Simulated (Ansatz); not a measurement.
# Si (P6_3/mmc) in Ansatz: a series of runs

One crystal, Si, is run at these levels: LDA; tasks: single point, equation of state.

All numbers are computed with Ansatz 0.2.0; they aren't measurements. Logs are shortened: lines on timing, memory, paths and dates and some standing lists are left out, and cuts for length are marked.

**1. The crystal as given**

The structure is hexagonal, space group P6_3/mmc (No. 194). Conventional cell: a = 3.831 Å, b = 3.831 Å, c = 6.333 Å, α = 90.00°, β = 90.00°, γ = 120.00°. Si (site symmetry 3m) is surrounded by 4 Si at 2.35 to 2.37 Å.

This isn't the form of Si at room conditions, which is diamond.

**2. Single point, LDA, 18.92 Å³/atom (volume scaled by 0.94)**

Input file input.yaml:

```yaml
crystal:
  lattice:
    - [3.7531053624, 0.0, 0.0]
    - [-1.8765526812, 3.2502845869, 0.0]
    - [0.0, 0.0, 6.2033485431]
  atoms:
    - { symbol: Si, position: [0.6666666667, 0.3333333333, 0.9369905] }
    - { symbol: Si, position: [0.3333333333, 0.6666666667, 0.4369905] }
    - { symbol: Si, position: [0.6666666667, 0.3333333333, 0.5630095] }
    - { symbol: Si, position: [0.3333333333, 0.6666666667, 0.0630095] }
kpoints:
  mp_grid: { grid: [8, 8, 4] }
scf:
  occupations: { method: fermi_dirac, width: 0.05 }
hamiltonian:
  xc: lda
  pseudopotentials: { kind: all_electron, lapw: { basis_error: 0.002 } }
output:
  forces: true
  stress: true
  eigenvalues: true
```

Potentials or basis: all-electron LAPW, scalar-relativistic.

Command:

```bash
ansatz run input.yaml --threads 2 --pin off --max-ram 8192MiB --backend cpu --events-out ev --progress --plain --runs-dir out
```

Log:

```text
Warning: RAYON_NUM_THREADS=2 ignored (pool sized by the plan → 2); use --threads N
LAPW: plane waves up to 7.437 Å⁻¹, error target 2.0e-3 eV per atom; small_component_spin mean_spin; Si in spheres of 1.152 Å, 12 of its electrons in bands, Dirac shells [] (how accurate: hamiltonian.pseudopotentials.lapw.basis_error, Limitations)
Engine: ansatz 0.2.0, aarch64-unknown-linux-gnu
Pseudopotentials: kind: all_electron
Pseudopotential: Si, LAPW, valence charge 12, lapw/all_electron/scalar/gaussian/Si, Koelling and Harmon's equation, gaussian nucleus
Functional definition: SPW92
  exchange = slater_x
  correlation = pw_c
Crystal: 4 atoms, lattice volume = 75.673 Å³
Basis set: ecut = 210.71019825897187 eV, 549 PW (Γ), exchange–correlation at level 2
Bands: 29, of which v1, the nominal top of the filled ones, is band 24 counted from 1 (23 counted from 0)
Symmetry: 24 space group operations
Space group: P63/mmc (ITA 194), of the structure as read, at distance tolerance 4.2e-5 Å
k-points: 30 of 256
Non-local potential: Si, projectors of the file, none
Initial density: superposition of atomic densities (chi_scale 0.1, normalization cell)
Initial wavefunctions: plane waves of lowest kinetic energy (no species holds an atomic orbital)
Functional: x = slater, c = lda
iter 1 solved again at ethr=3.57e-3 eV; its pass at ethr=1.00e-1 eV (dr2=1.71e0 eV) is discarded
SCF iter   1: F=—  HF=-31461.194806 eV  |F-HF|=—  |Δ(HF+E_count)|=         —  Δρ=4.59e-2  dr2=1.72e0  ethr=3.57e-3  ⟨swp⟩=2.0  Hψ=6200  notcnv=0
preconditioner: auto → Resta (q_TF=auto, 2.529 Å⁻¹)  ε∞=5.0  [insulator: Δε(μ)=0.653 eV  Ē_g=8.583 eV  σ=0.050 eV  W_gap=1.00  n_scr=22 (ndim 8)  ℏωp=17.1 eV  f_vac=0.000  D(μ)=0.00/eV (n_scr^D=0)  ε∞_Penn≈5.0]
SCF iter   2: F=—  HF=-31460.877249 eV  |F-HF|=—  |Δ(HF+E_count)|=   3.18e-1  Δρ=2.75e-2  dr2=6.97e-1  ethr=3.57e-3  ⟨swp⟩=2.0  Hψ=2400  notcnv=0
iter 3 solved again at ethr=1.92e-5 eV; its pass at ethr=1.45e-3 eV (dr2=9.22e-3 eV) is discarded
SCF iter   3: F=—  HF=-31460.653205 eV  |F-HF|=—  |Δ(HF+E_count)|=   2.24e-1  Δρ=3.04e-3  dr2=9.04e-3  ethr=1.92e-5  ⟨swp⟩=3.0  Hψ=4412  notcnv=0
SCF iter   4: F=—  HF=-31460.653639 eV  |F-HF|=—  |Δ(HF+E_count)|=   4.34e-4  Δρ=6.15e-4  dr2=5.82e-4  ethr=1.88e-5  ⟨swp⟩=2.0  Hψ=2254  notcnv=0
SCF iter   5: F=—  HF=-31460.653673 eV  |F-HF|=—  |Δ(HF+E_count)|=   3.35e-5  Δρ=1.95e-4  dr2=2.62e-5  ethr=1.21e-6  ⟨swp⟩=3.0  Hψ=2329  notcnv=0
SCF iter   6: F=—  HF=-31460.653688 eV  |F-HF|=—  |Δ(HF+E_count)|=   1.58e-5  Δρ=2.55e-5  dr2=6.42e-7  ethr=5.47e-8  ⟨swp⟩=2.9  Hψ=2302  notcnv=0
SCF iter   7: F=-31460.653688 eV  HF=-31460.653688 eV  |F-HF|=1.66e-8  |Δ(HF+E_count)|=   1.44e-7  Δρ=1.08e-5  dr2=9.71e-8  ethr=1.34e-9  ⟨swp⟩=2.6  Hψ=2277  notcnv=0
SCF 1 converged in 7 iterations: F = -31460.653688 eV  dr2 = 9.71e-8
SCF converged after 7 iterations
Free energy (F): -31460.653688 eV
Harris-Foulkes:  -31460.653688 eV  (|F-HF|=1.66e-8)
Internal energy: -31460.652845 eV  (E = F + TS)
E sigma→0 (E₀):  -31460.653267 eV
Entropy (-TS):   -0.000843 eV (-0.211 meV/atom)
Fermi energy:    8.326185 eV
--- Per-component energies (eV) ---
  E_band       = -2914.978652
  E_kinetic    = 31524.476045
  E_xc         = -2162.056137
  E_electrostatic = -60823.072753  (all electrons and nuclei)
  E_smearing   = -0.000843  (= −TS)
  E_closure    = 0.000000  (closes the sum)
  E_atoms      = -31436.921595  (free atoms, spherical and without spin; not in F)
  Σ components = -31460.653688   (vs F -31460.653688, Δ=0.00e0)
  Basis errors (estimates in eV, not in F): energy 9.5e-4 per atom: plane waves 8.7e-4 (5.2e-4 summed), levels above the bands 9.5e-28, relativity 2.6e-9, radial functions 7.5e-5, core shells 3.1e-13; eigenvalues (radial functions only) 1.5e-6; not estimated: angular momenta, meshes, grids; target (lapw.basis_error) 2.0e-3; muffin-tin radii Si 1.152 Å
--- Forces (eV/Å), atoms counted from 1 ---
  atom   1  Si     0.00000000    -0.00000000    -0.01140862
  atom   2  Si    -0.00000000     0.00000000    -0.01140862
  atom   3  Si     0.00000000    -0.00000000     0.01140862
  atom   4  Si     0.00000000     0.00000000     0.01140862
  max |Σ_I F_I| component: 4.63e-18 eV/Å
--- Stress (GPa, compression-positive) ---
        4.064354      -0.000000       0.000000
       -0.000000       4.064354       0.000000
        0.000000       0.000000       4.191279
  P = ⅓ Tr σ = 4.1067 GPa (41.067 kbar)
--- Band table (eV; the first three rows and the last of 30) ---
  k-point 0: bands = ["-124.8334", "-124.8309", "-124.8252", "-124.8227", "-81.6773", "-81.6749", "-81.6748", "-81.6748", "-81.6732", "-81.6732", "-81.6590", "-81.6565", "-81.6512", "-81.6512", "-81.6497", "-81.6497", "-4.4105", "-1.9662", "0.6781", "6.6380", "6.6380", "7.8612", "8.2480", "8.2480", "9.3332", "10.1734", "10.1734", "10.6041", "12.2808"]
  k-point 1: bands = ["-124.8331", "-124.8314", "-124.8247", "-124.8230", "-81.6769", "-81.6752", "-81.6745", "-81.6745", "-81.6735", "-81.6735", "-81.6586", "-81.6569", "-81.6509", "-81.6509", "-81.6499", "-81.6499", "-4.1984", "-2.6440", "1.7510", "6.2340", "6.8014", "6.8014", "7.8832", "7.8832", "9.5404", "10.4944", "10.4944", "10.8237", "11.9877"]
  k-point 2: bands = ["-124.8323", "-124.8323", "-124.8237", "-124.8237", "-81.6761", "-81.6761", "-81.6740", "-81.6740", "-81.6740", "-81.6740", "-81.6577", "-81.6577", "-81.6504", "-81.6504", "-81.6504", "-81.6504", "-3.5787", "-3.5787", "3.8417", "3.8417", "7.2609", "7.2609", "7.2609", "7.2609", "10.1229", "10.1229", "11.1788", "11.1788", "11.1788"]
  k-point 29: bands = ["-124.8294", "-124.8294", "-124.8267", "-124.8267", "-81.6790", "-81.6790", "-81.6764", "-81.6764", "-81.6683", "-81.6683", "-81.6585", "-81.6585", "-81.6525", "-81.6525", "-81.6481", "-81.6481", "-0.8922", "-0.8922", "0.6685", "0.6685", "3.6397", "3.6397", "6.0894", "6.0894", "9.7218", "9.7218", "11.8768", "11.8768", "12.9498"]
```

It took 4.4 s on 2 threads of Arm Neoverse V1, shared host; peak memory 0.28 GiB.

What came out:

```
Free energy            : -31460.6537 eV
Pressure               : 4.1 GPa
Largest force          : 0.011 eV/Å
Band gap on the k mesh : 0.18 eV, indirect (least direct gap 1.09 eV)
```

**3. Single point, LDA, 19.32 Å³/atom (volume scaled by 0.96)**

Changes to input.yaml since step 2:

```diff
@@ -2,5 +2,5 @@
   lattice:
-    - [3.7531053624, 0.0, 0.0]
-    - [-1.8765526812, 3.2502845869, 0.0]
-    - [0.0, 0.0, 6.2033485431]
+    - [3.7795365527, 0.0, 0.0]
+    - [-1.8897682764, 3.2731746692, 0.0]
+    - [0.0, 0.0, 6.2470355356]
   atoms:
```

Potentials or basis: all-electron LAPW, scalar-relativistic.

Command:

```bash
ansatz run input.yaml --threads 2 --pin off --max-ram 8192MiB --backend cpu --events-out ev --progress --plain --runs-dir out
```

Run time: 5 s. Hardware: 2 threads of Arm Neoverse V1, shared host; peak memory 0.27 GiB.

Results (log left out):

```
Free energy            : -31460.6831 eV
Pressure               : 1.8 GPa
Band gap on the k mesh : 0.23 eV, indirect (least direct gap 1.03 eV)
```

**4. Single point, LDA, 19.72 Å³/atom (volume scaled by 0.98)**

Changes to input.yaml since step 3:

```diff
@@ -2,5 +2,5 @@
   lattice:
-    - [3.7795365527, 0.0, 0.0]
-    - [-1.8897682764, 3.2731746692, 0.0]
-    - [0.0, 0.0, 6.2470355356]
+    - [3.8056031457, 0.0, 0.0]
+    - [-1.9028015729, 3.295749001, 0.0]
+    - [0.0, 0.0, 6.2901199008]
   atoms:
```

Command:

```bash
ansatz run input.yaml --threads 2 --pin off --max-ram 8192MiB --backend cpu --events-out ev --progress --plain --runs-dir out
```

It took 5.2 s on 2 threads of Arm Neoverse V1, shared host; peak memory 0.28 GiB.

It converged, with:

| Quantity | Value |
| --- | --- |
| Free energy | -31460.6907 eV |
| Pressure | -0.2 GPa |
| Largest force | 0.007 eV/Å |
| Band gap on the k mesh | 0.28 eV, indirect (least direct gap 0.97 eV) |

**5. Single point, LDA, 20.13 Å³/atom**

Changes to input.yaml since step 4:

```diff
@@ -2,5 +2,5 @@
   lattice:
-    - [3.8056031457, 0.0, 0.0]
-    - [-1.9028015729, 3.295749001, 0.0]
-    - [0.0, 0.0, 6.2901199008]
+    - [3.8313174605, 0.0, 0.0]
+    - [-1.9156587303, 3.3180182508, 0.0]
+    - [0.0, 0.0, 6.3326220002]
   atoms:
```

Command:

```bash
ansatz run input.yaml --threads 2 --pin off --max-ram 8192MiB --backend cpu --events-out ev --progress --plain --runs-dir out
```

It took 4.7 s on 2 threads of Arm Neoverse V1, shared host; peak memory 0.28 GiB.

It converged, with:

* Free energy: -31460.6788 eV
* Pressure: -2.1 GPa
* Largest force: 0.015 eV/Å
* Band gap on the k mesh: 0.32 eV, indirect (least direct gap 0.92 eV)

**6. Single point, LDA, 20.53 Å³/atom (volume scaled by 1.02)**

Changes to input.yaml since step 5:

```diff
@@ -2,5 +2,5 @@
   lattice:
-    - [3.8313174605, 0.0, 0.0]
-    - [-1.9156587303, 3.3180182508, 0.0]
-    - [0.0, 0.0, 6.3326220002]
+    - [3.8566911633, 0.0, 0.0]
+    - [-1.9283455817, 3.339992522, 0.0]
+    - [0.0, 0.0, 6.3745611165]
   atoms:
```

Potentials or basis: all-electron LAPW, scalar-relativistic.

Command:

```bash
ansatz run input.yaml --threads 2 --pin off --max-ram 8192MiB --backend cpu --events-out ev --progress --plain --runs-dir out
```

Run time: 5.2 s. Hardware: 2 threads of Arm Neoverse V1, shared host; peak memory 0.28 GiB.

It converged, with:

| Quantity | Value |
| --- | --- |
| Free energy | -31460.6492 eV |
| Pressure | -3.7 GPa |
| Largest force | 0.023 eV/Å |
| Band gap on the k mesh | 0.36 eV, indirect (least direct gap 0.87 eV) |

**7. Single point, LDA, 20.93 Å³/atom (volume scaled by 1.04)**

Changes to input.yaml since step 6:

```diff
@@ -2,5 +2,5 @@
   lattice:
-    - [3.8566911633, 0.0, 0.0]
-    - [-1.9283455817, 3.339992522, 0.0]
-    - [0.0, 0.0, 6.3745611165]
+    - [3.8817353141, 0.0, 0.0]
+    - [-1.9408676571, 3.3616813928, 0.0]
+    - [0.0, 0.0, 6.4159555303]
   atoms:
```

Command:

```bash
ansatz run input.yaml --threads 2 --pin off --max-ram 8192MiB --backend cpu --events-out ev --progress --plain --runs-dir out
```

It took 4.6 s on 2 threads of Arm Neoverse V1, shared host; peak memory 0.27 GiB.

Results (log left out):

```
Free energy            : -31460.6039 eV
Pressure               : -5.2 GPa
Largest force          : 0.030 eV/Å
Band gap on the k mesh : 0.39 eV, indirect (least direct gap 0.81 eV)
```

**8. Single point, LDA, 21.33 Å³/atom (volume scaled by 1.06)**

Changes to input.yaml since step 7:

```diff
@@ -2,5 +2,5 @@
   lattice:
-    - [3.8817353141, 0.0, 0.0]
-    - [-1.9408676571, 3.3616813928, 0.0]
-    - [0.0, 0.0, 6.4159555303]
+    - [3.9064604095, 0.0, 0.0]
+    - [-1.9532302048, 3.3830939535, 0.0]
+    - [0.0, 0.0, 6.456822591]
   atoms:
```

Command:

```bash
ansatz run input.yaml --threads 2 --pin off --max-ram 8192MiB --backend cpu --events-out ev --progress --plain --runs-dir out
```

Run time: 4.6 s. Hardware: 2 threads of Arm Neoverse V1, shared host; peak memory 0.27 GiB.

It converged, with:

```
Free energy            : -31460.5444 eV
Pressure               : -6.6 GPa
Largest force          : 0.036 eV/Å
Band gap on the k mesh : 0.43 eV, indirect (least direct gap 0.76 eV)
```

**9. Equation of state, LDA**

Potentials or basis: all-electron LAPW, scalar-relativistic.

No new run: the results of the series are fitted here.

Results:

| Quantity | Value |
| --- | --- |
| Equilibrium volume | 19.67 Å³/atom |
| Bulk modulus at fixed shape and positions | 96 GPa |
| Pressure derivative of the bulk modulus | 4.3 |

Energy against volume, from the lowest point:
```csv
volume (Å³/atom),energy (meV/atom)
18.918,9.26
19.321,1.91
19.723,0.00
20.126,2.99
20.528,10.38
20.931,21.70
21.333,36.58
```

Caveat: the cell was scaled at fixed shape and fractional positions, which overstates the stiffness of a crystal with free parameters, most of all of layers and chains.
